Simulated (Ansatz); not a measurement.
Method: DFT PBE, scalar-relativistic, plane waves, PAW (Ansatz 0.2.0). Settings: cutoff 420 eV, Γ-centred meshes spaced at most about 0.3 Å⁻¹, and about 0.25 Å⁻¹ or finer for metals (2π included), Gaussian smearing. No spin polarisation in the final relaxations.

All energies are static (0 K, no zero-point motion).

Two relaxed structures of As:

A.

```
As
1.0
    -1.69136    1.69136    1.66653
     1.69136   -1.69136    1.66653
     1.69136    1.69136   -1.66653
As
1
Direct
  0.50000 0.50000 0.00000
```

B.

```
As
1.0
     4.03881    0.00000    0.00000
     0.00000    4.03881    0.00000
     0.00000    0.00000    4.03881
As
3
Direct
  0.50000 0.00000 0.00000
  0.00000 0.50000 0.00000
  0.00000 0.00000 0.50000
```

Problem. Which would you expect to be lower, and how large is the difference?

Solution. B is lower, by 77 meV/atom. A has space group I4/mmm (No. 139), 19.1 Å³/atom and no gap on its mesh; B has space group Pm-3m (No. 221), 22.0 Å³/atom and no gap. Counting all near atoms (those within 1.25 times the shortest such distance or 1.15 times the sum of covalent radii, 1.27 where that leaves under three; a plus sign parts nearer from farther groups; the shortest distance is added where it exceeds 1.18 times the sum of covalent radii), A has As 8+6 from 2.9 Å and B has As 8 from 2.9 Å. The lower one is the more open, so pressure narrows the difference. Both come from invented guesses. The part of the Crystallography Open Database at hand lists As in space groups No. 64, 166; no cell shown has one of them.

Cells relaxed within their symmetry can be saddle points.
